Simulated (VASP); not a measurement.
Set up this calculation in VASP 6.6.1, as the native input.

```yaml
Task: single point
Functional: PBEsol
Potentials_or_basis: VASP PAW PBE potentials, release 64 (B, N)
Cutoff: 520 eV
k_mesh: 12 × 12 × 4
Occupations: gaussian, width 0.05 eV
Spin: no spin polarisation
Dipole_correction: no
Further_INCAR_settings: ALGO = Normal; EDIFF = 1e-06; NBANDS = 16
```

The structure of BN lies in POSCAR:

```
BN
1.0
    2.5043488457      0.0000000000      0.0000000000
   -1.2521744229      2.1688297203      0.0000000000
    0.0000000000      0.0000000000      7.0190956742
B N
2 2
Direct
    0.3333333333      0.6666666667      0.2500000000
    0.6666666667      0.3333333333      0.7500000000
    0.3333333333      0.6666666667      0.7500000000
    0.6666666667      0.3333333333      0.2500000000
```

These files were run (other wordings do the same):

INCAR

```
SYSTEM = BN
PREC = Accurate
ENCUT = 520
EDIFF = 1E-6
ISMEAR = 0
SIGMA = 0.05
LREAL = .FALSE.
LASPH = .TRUE.
NELM = 100
ALGO = Normal
ISIF = 2
LWAVE = .FALSE.
LCHARG = .FALSE.
GGA = PS
NBANDS = 16
```

KPOINTS

```
Automatic mesh
0
G
  12 12 4
  0 0 0
```

Potentials or basis: VASP PAW PBE potentials, release 64 (B, N).

Launch:

```sh
$ cat potpaw_PBE.64/B/POTCAR potpaw_PBE.64/N/POTCAR > POTCAR
$ mpirun -np 1 vasp_std > vasp.out
```

Results of the run:

The pressure is 0.3 GPa. The band gap on the k mesh is 4.26 eV, indirect (least direct gap 4.60 eV).

Caveat: the PAW data sets were made with another functional, which shifts forces and pressure a little; this functional lacks dispersion, which binds the layers, so the pressure and a relaxed spacing across them are unreliable.

Run time: 21 s on 1 thread of Intel(R) Xeon(R) Platinum 8488C (Sapphire Rapids), on a shared host, peak memory 0.14 GiB.
